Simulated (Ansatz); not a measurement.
SrO:

```xyz
2
Lattice="0.0000 2.5663 2.5663 2.5663 0.0000 2.5663 2.5663 2.5663 0.0000" Properties=species:S:1:pos:R:3 pbc="T T T"
Sr    2.5663    2.5663    2.5663
O     0.0000    0.0000    0.0000
```

Base run:

| Property | Result |
| --- | --- |
| Program | Ansatz 0.2.0 |
| Functional | RPBE |
| Potentials or basis | Ansatz PAW |
| Cutoff | 420 eV (not typed: the program's choice for these potentials) |
| k mesh | 9 × 9 × 9 |
| Occupations | fermi-dirac, width 0.05 eV |
| Spin | no spin polarisation |

Its results: band gap on the k mesh 3.49 eV, indirect (least direct gap 3.57 eV); pressure 6.4 GPa.

Q: After a change of settings the same cell gave: band gap on the k mesh 3.26 eV, indirect (least direct gap 3.34 eV); pressure -0.6 GPa. Which change was it?
A. functional from RPBE to revPBE
B. functional from RPBE to PBE
C. functional from RPBE to PBEsol
D. functional from RPBE to LDA

A: C.

PBEsol binds more tightly than RPBE, so the same cell stands under less pressure.

Caveats: the k mesh misses the band edges, so the gap on the mesh is wider than the one along the path; the PAW data sets come from PBE, with cores solved anew for the run's functional, which leaves a small shift of forces and pressure.
